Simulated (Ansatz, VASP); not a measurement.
ZrB3: VASP beside Ansatz

```
Zr B
1.0
    -1.63793    1.63793    3.87741
     1.63793   -1.63793    3.87741
     1.63793    1.63793   -3.87741
Zr B
1 3
Direct
  0.00000 0.00000 0.00000
  0.50000 0.50000 0.00000
  0.25000 0.75000 0.50000
  0.75000 0.25000 0.50000
```

Alike in both runs: functional PBE; k mesh 8 × 8 × 8; occupations gaussian, width 0.1 eV; no spin polarisation.

Ansatz relaxed the structure, and its values are those at the end. VASP's run is a single point on that final structure, the one shown.

|  | VASP | Ansatz |
| --- | --- | --- |
| version | VASP 6.6.1 | Ansatz 0.2.0 |
| potentials or method | VASP PAW PBE potentials, release 64 (Zr_sv, B) | scalar-relativistic, plane waves, PAW |
| plane-wave cutoff (eV) | 520 | 420 |
| valence electrons in the cell | 21 | 21 |

|  | VASP | Ansatz | Ansatz less VASP |
| --- | --- | --- | --- |
| gap on the k mesh at the Fermi level (eV) | none | none | - |
| pressure (GPa) | 0.1 | 0.0 | -0.09 |

A gap of «none» marks a metal or a gap that the smearing closes.
